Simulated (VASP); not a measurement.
Runs of VASP 6.6.1 on AlP. The structure is cubic, space group F-43m (No. 216). The conventional cell has a = 5.451 Å, b = 5.451 Å, c = 5.451 Å, α = 90.00°, β = 90.00°, γ = 90.00°. Al (site symmetry -43m) is surrounded by 4 P at 2.36 Å. P (site symmetry -43m) has 4 Al at 2.36 Å as nearest neighbours. 

```tsv
k mesh	cutoff (eV)	mesh quality	gap on the mesh (eV)	pressure (GPa)
6 × 6 × 6	520	not flagged	1.57	2.7
10 × 10 × 10	520	not flagged	1.57	2.6
14 × 14 × 14	520	not flagged	1.57	2.6
4 × 4 × 4	520	coarse	1.55	3.1
8 × 8 × 8	520	not flagged	1.57	2.6
8 × 8 × 8	300	not flagged	1.57	(a)
8 × 8 × 8	700	not flagged	1.57	2.7
8 × 8 × 8	450	not flagged	1.57	2.6
8 × 8 × 8	350	not flagged	1.57	2.6
8 × 8 × 8	400	not flagged	1.57	2.6
```

Alike in all rows: task single point; level PBE; potentials or basis VASP PAW PBE potentials, release 64 (Al, P); no spin polarisation; cell as given; smearing gaussian 0.02 eV.

Estimate the missing entries.

(a) 2.5.

Caveats: some runs use coarse meshes; the cutoff is under 1.25 times the usual one of these potentials, so pressure, stress and relaxed cells hold a basis-set (Pulay) error (some runs).

A k mesh can miss the band edges.
